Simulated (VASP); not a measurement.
# Ge: band structure with PBE

**What was measured.**

“Electronic and optical properties of SixGe1-x-ySny alloys lattice-matched to Ge”, 2021, arxiv:2109.02782 reports, for a bulk crystal of Ge at 300 K: band gap 0.807 eV (direct).

The system is Ge.

```
CELL_PARAMETERS angstrom
0.00000 2.83700 2.83700
2.83700 0.00000 2.83700
2.83700 2.83700 0.00000
ATOMIC_POSITIONS crystal
Ge 0.00000 0.00000 0.00000
Ge 0.25000 0.25000 0.25000
```

* Program: VASP 6.6.1
* Task: band structure
* Functional: PBE
* Potentials or basis: VASP PAW PBE potentials, release 64 (Ge_d)
* Cutoff: 520 eV
* k mesh: 6 × 6 × 6
* Occupations: gaussian, width 0.03 eV
* Spin: no spin polarisation
* Grid for exact exchange (PRECFOCK): Fast
* Further INCAR settings: ALGO = Normal; EDIFF = 1e-06; NBANDS = 21

| Item | Value |
| --- | --- |
| Pressure | 3.0 GPa |
| Band gap along the path | none (metal or under the smearing width) |

Levels at points of the mesh, in eV from the Fermi level:
| k point | band 10 | band 11 | band 12 | band 13 | band 14 | band 15 | band 16 | band 17 | band 18 | band 19 |
| --- | --- | --- | --- | --- | --- | --- | --- | --- | --- | --- |
| (0.00, 0.00, 0.00) | -24.55 | -12.72 | -0.05 | -0.01 | -0.01 | -0.01 | 2.54 | 2.54 | 2.54 | 6.40 |
| (0.50, 0.00, 0.00) | -24.53 | -10.65 | -7.57 | -1.40 | -1.40 | 0.15 | 3.73 | 3.73 | 7.12 | 10.51 |
| (0.50, 0.50, 0.00) | -24.51 | -8.86 | -8.86 | -3.05 | -3.05 | 0.75 | 0.75 | 9.44 | 9.44 | 11.52 |

Wall time 4.5 s on 4 MPI ranks on AMD EPYC 9R45 96-Core Processor (Zen 5), on a shared host, peak memory 0.14 GiB a rank.

Measured gap of Ge: 0.807 eV (direct; 300 K; “Electronic and optical properties of SixGe1-x-ySny alloys lattice-matched to Ge”, 2021, arxiv:2109.02782). This calculation gives 0.00 eV (-0.81 eV). 3 values of this kind are on record (0.666 to 0.807 eV); this one was drawn at random among those near their median. Spin-orbit coupling on Ge is left out. The value is that of PBE, without temperature or zero-point motion. Semilocal functionals fall short of measured gaps as a rule.

Caveat: this crystal is a semiconductor, whose small gap the functional closes, so the metal is an error of the method.
